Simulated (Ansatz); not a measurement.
Reactions of C3H9NS, SMILES `CSC(C)N`.

Program: Ansatz. Geometries: PBE0-D4/def2-TZVP. ΔE: electronic, gas phase. CCSD(T)/CBS adds triple-zeta CCSD(T) − MP2 to the extrapolated MP2 energy (def2 sets, frozen cores). Each species was taken in one conformer, which may not be the lowest.

(1) Order these by ΔE at CCSD(T)/CBS, lowest first. (Best estimate.)
A. `CSC(C)N` + `CC(C)(C)O` → `COC(C)(C)C` + `CC(N)S`
B. `CSC(C)N` + `O=CBF` → `CB(F)C=O` + `CC(N)S`
C. `CSC(C)N` + `O[SiH](F)S[SiH2]Cl` → `CO[SiH](F)S[SiH2]Cl` + `CSCN`
D. `CSC(C)N` + `CN[SiH3]` → `CN(C)[SiH3]` + `CSCN`

Largest T1 diagnostic: 0.015, for `O=CBF`.

Answers

(1) B (-10.8 kcal/mol), D (+9.6 kcal/mol), A (+14.1 kcal/mol), C (+16.6 kcal/mol).
